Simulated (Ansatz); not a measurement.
Runs of Ansatz 0.2.0 on MgO. The structure is cubic, space group F-43m (No. 216). The conventional cell has a = 4.612 Å, b = 4.612 Å, c = 4.612 Å, α = 90.00°, β = 90.00°, γ = 90.00°. Around Mg (site symmetry -43m) lie 4 O at 2.00 Å. Around O (site symmetry -43m) lie 4 Mg at 2.00 Å. The cell was built by a generator and needn't be a form met in nature.

```tsv
task	level	cell	points for each segment of the path	gap on the mesh (eV)	pressure (GPa)	relaxed volume (Å³/atom)
relaxation of cell and atoms	PBE0	relaxed	-	5.99	0.0	(a)
band structure	PBEsol0	as given	4	(c)	-5.8	-
band structure	PBE0	as given	4	(b)	-3.8	-
band structure	B3LYP	as given	4	5.57	-2.4	-
band structure	HSE06	as given	4	5.07	-3.8	-
relaxation of cell and atoms	B3LYP	relaxed	-	5.70	0.0	12.02
relaxation of cell and atoms	PBEsol0	relaxed	-	5.99	0.0	11.67
```

Alike in all rows: potentials or basis Ansatz PAW; no spin polarisation; k mesh 5 × 5 × 5; cutoff (eV) 420; smearing fermi-dirac 0.05 eV; the mesh is coarse, so values aren't converged.

Task: Fill in the values left out.

Result: (a) 11.88; (b) 5.79; (c) 5.68.

Caveats: all runs use coarse meshes; the PAW data sets come from PBE, with cores solved anew for the run's functional, which leaves a small shift of forces and pressure; the thresholds are loose for stress (some runs); odd divisions of the mesh miss points on the zone boundary, where band edges often lie, so the gap on the mesh can be too wide (some runs); the plane-wave basis is chosen anew once the cell has moved, so the energies of steps on either side of that aren't comparable (some runs).

